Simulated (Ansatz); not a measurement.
CsI:
```xyz
2
Lattice="4.6663 0.0000 0.0000 0.0000 4.6663 0.0000 0.0000 0.0000 4.6663" Properties=species:S:1:pos:R:3 pbc="T T T"
Cs     0.0000     0.0000     0.0000
I      2.3331     2.3331     2.3331
```

Relaxed with PBE. Special points in fractions of this cell's reciprocal vectors: Γ (0.000, 0.000, 0.000); X (0.000, 0.500, 0.000); M (0.500, 0.500, 0.000); R (0.500, 0.500, 0.500).

Task: List the band energies nearest the valence-band maximum at these points for DFT-PBE with spin–orbit coupling in the program Ansatz with PAW potentials.

Result: In eV from the valence-band maximum; about four levels below and three above (degenerate sets whole), none deeper than 8.9 eV; points with the same levels are listed once.

```csv
k,below,above
Γ,0.00 0.00 0.00 0.00,3.46 3.46 4.05 4.05 4.05 4.05
X,-0.64 -0.64 -0.14 -0.14,4.99 4.99 5.99 5.99
M,-0.82 -0.82 -0.10 -0.10,4.03 4.03 4.67 4.67
R,-1.15 -1.15 -1.15 -1.15,6.47 6.47 6.88 6.88 6.88 6.88
```

Space group Pm-3m (CsCl type). The cell was relaxed with PBE under the symmetry of its start.

Potentials: the later of the program's two PAW sets.
